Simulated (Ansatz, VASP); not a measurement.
# W: VASP beside Ansatz

```
W
1.0
    -1.54480    1.61508    1.63102
     1.57115   -1.54525    1.58754
     1.54570    1.54614   -1.56120
W
1
Direct
  0.01093 0.00770 0.02297
```

Change from the starting cell: cell strained at random at fixed volume.

Alike in both runs: task single point; functional PBE; k mesh 12 × 12 × 12; occupations fermi-dirac, width 0.05 eV; no spin polarisation.

|  | VASP | Ansatz |
| --- | --- | --- |
| version | VASP 6.6.1 | Ansatz 0.2.0 |
| potentials or method | VASP PAW PBE potentials, release 64 (W_sv) | Ansatz PAW |
| plane-wave cutoff (eV) | 520 | 420 |
| valence electrons in the cell | 14 | 14 |

```tsv
	VASP	Ansatz	Ansatz less VASP
gap on the k mesh at the Fermi level (eV)	none	none	-
pressure (GPa)	6.7	6.1	-0.61
largest component of the traceless stress (GPa)	6.39	6.27	-0.118
```

A gap of «none» marks a metal or a gap that the smearing closes.

The runs have no spin-orbit coupling, so splittings on W are missing.
